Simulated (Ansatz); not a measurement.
Zincblende CdTe, relaxed with r2SCAN in the PAW code Ansatz. Space group F-43m (No. 216), cubic; conventional cell a = 6.560 Å, 35.29 Å³ an atom. Around Cd lie 4 Te at 2.84 Å; around Te lie 4 Cd at 2.84 Å.

The axes x, y and z are those of this cell:
```
Cd Te
1.0
     0.00000    3.27996    3.27996
     3.27996    0.00000    3.27996
     3.27996    3.27996    0.00000
Cd Te
1 1
Cartesian
  0.0000 0.0000 0.0000
  1.6400 1.6400 1.6400
```

Unstrained: With PBE the gap is 0.662 eV and direct, at Γ. The r2SCAN gap is direct at Γ: 1.161 eV. With HSE06 the gap is 1.527 eV and direct, at Γ. Meshes: PBE 6×6×6, r2SCAN 6×6×6, HSE06 4×4×4. Strains are changes of length per length. After each strain the atoms were relaxed again with r2SCAN within the symmetry that the strain leaves, so tilts or polar shifts that break it weren't tested; points keep the names that they have in the unstrained zone. (Simulation; spin polarisation is off.)

Q: One strain changed the r2SCAN stress by xx +1.82, yy +1.82, zz +0.03 GPa (compression positive) and the gap by -0.053 eV (PBE), -0.049 eV (r2SCAN), -0.048 eV (HSE06). Which kind of strain was it, and roughly how large?

A: Epitaxial -4.0 % in the xy plane, free normal strain +5.14 %. The pattern of the stress gives the kind; the size needs the stiffness, so it is an estimate.

Q: Estimate what epitaxial -0.5 % in the plane normal to [111], free normal strain +0.36 % does to the gap.

A: PBE: the gap goes from 0.662 to 0.666 eV (+0.004 eV); with r2SCAN the top three valence levels at Γ, degenerate before, become 2+1 from the top over 46 meV. r2SCAN: the gap goes from 1.161 to 1.166 eV (+0.005 eV). HSE06: the gap goes from 1.527 to 1.533 eV (+0.006 eV). The r2SCAN energy rises by 0.4 meV an atom.

Q: One strain changed the r2SCAN stress by xx +1.30, yy +1.30, zz +1.30 GPa (compression positive) and the gap by +0.090 eV (PBE), +0.097 eV (r2SCAN), +0.104 eV (HSE06). Which kind of strain was it, and roughly how large?

A: Isotropic -1.0 % on every length. The pattern of the stress gives the kind; the size needs the stiffness, so it is an estimate.

Q: Estimate what uniaxial -5.0 % along x, other directions held does to the gap.

A: PBE: the gap goes from 0.662 to 0.706 eV (+0.044 eV); with r2SCAN the top three valence levels at Γ, degenerate before, become 1+2 from the top over 159 meV. r2SCAN: the gap goes from 1.161 to 1.215 eV (+0.054 eV). HSE06: the gap goes from 1.527 to 1.588 eV (+0.061 eV). The r2SCAN energy rises by 14.4 meV an atom.

Q: Apply uniaxial +0.5 % along z, other directions held. How far does the gap move, against the unstrained cell?

A: PBE: the gap goes from 0.662 to 0.642 eV (-0.020 eV); with r2SCAN the top three valence levels at Γ, degenerate before, become 2+1 from the top over 16 meV. r2SCAN: the gap goes from 1.161 to 1.139 eV (-0.022 eV). HSE06: the gap goes from 1.527 to 1.504 eV (-0.023 eV). The r2SCAN energy rises by 0.2 meV an atom.

Spin-orbit coupling is left out, which matters wherever the heavy atoms make up the band edges.

The meshes of the hybrids are coarse, so their gaps aren't converged to the digits shown.

The splittings at Γ are without spin-orbit coupling, which regroups them where it is of like size or larger.
